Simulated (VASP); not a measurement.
A run of VASP 6.6.1:

File INCAR:

```
SYSTEM = Te
  ALGO = Normal
  EDIFF = 1E-7
  EDIFFG = -0.01
  ENCUT = 600
  GGA = AM
  IBRION = 2
  ISIF = 3
  ISMEAR = -1
  LASPH = .TRUE.
  LCHARG = .FALSE.
  LREAL = .FALSE.
  LWAVE = .FALSE.
  NELM = 80
  NSW = 40
  PREC = Accurate
  SIGMA = 0.05
```

The input KPOINTS:

```
k-points
0
G
  9 9 9
  0 0 0
```

POSCAR

```
Te
1.0
    2.3059043427      1.3313144930      1.6909537039
   -2.3059043427      1.3313144930      1.6909537039
    0.0000000000     -2.6626289860      1.6909537039
Te
1
Direct
    0.5000000000      0.5000000000      0.5000000000
```

Potentials or basis: VASP PAW PBE potentials, release 64 (Te).

Run with:

```sh
$ cat potpaw_PBE.64/Te/POTCAR > POTCAR
$ mpirun -np 1 vasp_std > vasp.out
```

Hardware: 1 thread of AMD EPYC 9R45 (Zen 5), with other jobs on the host.

Estimate the wall time of this run.

Wall time 69 s on 1 thread of AMD EPYC 9R45 (Zen 5) (shared host), peak memory 0.14 GiB. Counts: scf iterations 63, k points 85, ion steps 9.
